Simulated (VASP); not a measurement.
InSb2As3, 12 atoms in the cell. The typed cell holds 12 atoms: a = 8.108 Å, b = 4.166 Å, c = 9.909 Å, α = 89.46°, β = 91.78°, γ = 118.77°. The cell was built by a generator and needn't be a form met in nature.

| Property | Result |
| --- | --- |
| Program | VASP 6.6.1 |
| Task | relaxation of cell and atoms |
| Functional | PBE |
| Potentials or basis | VASP PAW PBE potentials, release 64 (In_d, Sb, As) |
| Cutoff | 520 eV |
| k mesh | 6 × 6 × 3 |
| Occupations | gaussian, width 0.15 eV |
| Spin | no spin polarisation |
| Further INCAR settings | PREC = Normal; LREAL = Auto; ALGO = Fast; EDIFF = 1e-05; ISYM = 0; IBRION = 2; EDIFFG = -0.03; NSW = 110; ISIF = 3 |

Potentials or basis: VASP PAW PBE potentials, release 64 (In_d, Sb, As).

The run is started by

```console
$ cat potpaw_PBE.64/In_d/POTCAR potpaw_PBE.64/Sb/POTCAR potpaw_PBE.64/As/POTCAR > POTCAR
$ mpirun -np 8 vasp_std > vasp.out
```

Hardware: 8 MPI ranks on Intel(R) Xeon(R) 6975P-C (Granite Rapids), with other jobs on the host.

Problem. How long does it take, and how much memory?

Solution. It took 6.8 min on 8 MPI ranks on Intel(R) Xeon(R) 6975P-C (Granite Rapids) (shared host), peak memory 0.61 GiB a rank. Counts: scf iterations 153, k points 56, ion steps 23.
